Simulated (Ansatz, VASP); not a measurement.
# One calculation of Si, two programs

File INCAR:

```
SYSTEM = Si
PREC = Accurate
ENCUT = 520
EDIFF = 1E-6
ISMEAR = -1
SIGMA = 0.1
LREAL = .False.
LASPH = .True.
NELM = 80
ALGO = Normal
ISIF = 2
LWAVE = .False.
LCHARG = .False.
GGA = RE
NBANDS = 11
```

KPOINTS

```
regular mesh
0
Gamma
  15 15 8
  0 0 0
```

The input POSCAR:

```
Si
1.0
    2.6731656725      0.0000000000      0.0000000000
   -1.3365828363      2.3150293809      0.0000000000
    0.0000000000      0.0000000000      4.5052261953
Si
2
Direct
    0.3333333333      0.6666666667      0.2500000000
    0.6666666667      0.3333333333      0.7500000000
```

Input for Ansatz:

```yaml
crystal:
  lattice:
    - [2.6731656725, 0.0, 0.0]
    - [-1.3365828363, 2.3150293809, 0.0]
    - [0.0, 0.0, 4.5052261953]
  atoms:
    - { symbol: Si, position: [0.3333333333, 0.6666666667, 0.25] }
    - { symbol: Si, position: [0.6666666667, 0.3333333333, 0.75] }
hamiltonian:
  xc: revpbe
  pseudopotentials:
    kind: paw
    azcp:
      Si: "pseudopotentials/Si.paw.azcp"
basis:
  ecutwfc: 420
  fft_grid_basis: typed
kpoints:
  mp_grid: { grid: [15, 15, 8], shift: [0, 0, 0] }
magnetization:
  spin_polarized: false
scf:
  occupations: { method: fermi_dirac, width: 0.1 }
  lower_state_search: "off"
output:
  stress: true
  write_density: true
  write_potential: true
  elf: true
  volumetric_format: npy
```

Alike in both runs: task single point; functional revPBE; k mesh 15 × 15 × 8; occupations fermi-dirac, width 0.1 eV; no spin polarisation.

```csv
,VASP,Ansatz
version,VASP 6.6.1,Ansatz 0.2.0
potentials or method,"VASP PAW PBE potentials, release 64 (Si)","plane waves (420 eV) with PAW, scalar-relativistic"
plane-wave cutoff (eV),520,420
valence electrons in the cell,8,8
```

Ansatz gave:

```
pressure (GPa)                                  : 3.5
largest component of the traceless stress (GPa) : 0.84
```

Question: Which values does VASP return?

Answer: Pressure (GPa): 3.0; largest component of the traceless stress (GPa): 0.86.

Caveats: the PAW data sets were made with another functional, which shifts forces and pressure a little (VASP).
